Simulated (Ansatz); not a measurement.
# Sn in Ansatz: the effect of functional

Sn:

```xyz
1
Lattice="-2.0156 2.0156 1.6496 2.0156 -2.0156 1.6496 2.0156 2.0156 -1.6496" Properties=species:S:1:pos:R:3 pbc="T T T"
Sn    0.0000    0.0000    0.0000
```

This isn't the form of Sn at room conditions, which is tetragonal (white tin).

The cell isn't the ideal one: volume scaled by 0.98.

Alike in all runs:

- Program: Ansatz 0.2.0
- Task: single point
- Potentials or basis: Ansatz PAW
- k mesh: 10 × 10 × 10
- Occupations: fermi-dirac, width 0.05 eV
- Spin: no spin polarisation

```tsv
functional	cutoff	pressure (GPa)
LDA	420 eV (not typed: the program's choice for these potentials)	-2.3
PBEsol	420 eV (not typed: the program's choice for these potentials)	?
r2SCAN	500 eV (not typed: the program's choice for these potentials)	0.5
```

**Question.** What does the run with functional PBEsol give?

**Answer.** Pressure -1.0 GPa.

Caveats: the PAW data sets come from PBE, with cores solved anew for the run's functional, which leaves a small shift of forces and pressure.

Runs at the PBE level aren't shown here.
